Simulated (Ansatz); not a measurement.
**How settings move the G0W0 gap of SiO2 (fluorite)**

SiO2 (fluorite), relaxed with r2SCAN; one-shot G0W0 in Ansatz without spin-orbit coupling. The cell comes from a prototype generator: it can be a known phase or a hypothetical one. Spin polarisation is off.

```
CELL_PARAMETERS angstrom
0.00000 2.26417 2.26417
2.26417 0.00000 2.26417
2.26417 2.26417 0.00000
ATOMIC_POSITIONS crystal
Si 0.00000 0.00000 0.00000
O 0.25000 0.25000 0.25000
O 0.75000 0.75000 0.75000
```

Gaps are read over the mesh points alone. G0W0 here is at a finite number of bands, screening cutoff and k mesh, not at the basis limit.

| start | potentials | frequency model | mesh | empty bands | screening cutoff (eV) | Kohn-Sham gap (eV) | G0W0 gap (eV) | rough cost |
| --- | --- | --- | --- | --- | --- | --- | --- | --- |
| PBE | PAW | contour deformation | 6×6×6 | 37 | 80 | 2.08 | 3.37 | 6 core-seconds |
| PBE | PAW | contour deformation | 6×6×6 | 87 | 140 | 2.08 | 3.54 | 11 core-seconds |
| PBE | PAW | contour deformation | 6×6×6 | 160 | 210 | 2.08 | 3.71 | 30 core-seconds |
| HSE06 | PAW | contour deformation | 6×6×6 | 87 | 140 | 3.60 | 4.15 | 30 core-seconds |
| LDA | PAW | contour deformation | 6×6×6 | 87 | 140 | 1.84 | 3.58 | 12 core-seconds |
| r2SCAN | PAW | contour deformation | 6×6×6 | 87 | 140 | 2.71 | 3.77 | 17 core-seconds |
| PBE | PAW | Godby-Needs pole | 6×6×6 | 87 | 140 | 2.08 | 3.48 | 14 core-seconds |
| PBE | PAW | contour deformation | 8×8×8 | 37 | 80 | 2.09 | 3.37 | 24 core-seconds |
| PBE | norm-conserving | contour deformation | 6×6×6 | 87 | 140 | 2.10 | 3.59 | 30 core-seconds |

Over the mesh points the PBE gap of 2.08 eV becomes a quasiparticle gap of 3.71 eV (direct at X), a change of +1.63 eV. Renormalisation factors Z lie between 0.76 and 0.84.

Raising bands and cutoff together moves the gap by +0.17 eV (80 to 140 eV), then +0.17 eV (140 to 210 eV); the last step is still large, so the basis limit isn't reached. Starting from HSE06 (3.60 eV against PBE's 2.08 eV) gives 4.15 eV, +0.61 eV from G0W0@PBE at the same screening cutoff. Starting from LDA (1.84 eV against PBE's 2.08 eV) gives 3.58 eV, +0.04 eV from G0W0@PBE at the same screening cutoff. Starting from r2SCAN (2.71 eV against PBE's 2.08 eV) gives 3.77 eV, +0.23 eV from G0W0@PBE at the same screening cutoff. The Godby-Needs plasmon pole differs from contour deformation by -0.06 eV. An 8×8×8 mesh in place of 6×6×6 changes the opening over PBE by 0.00 eV (the gap on the mesh by 0.00 eV). Norm-conserving potentials (wave cutoff 1240 eV against 420 eV) shift the quasiparticle gap by +0.05 eV and the PBE gap by +0.02 eV. r2SCAN runs take a wave cutoff of 500 eV.
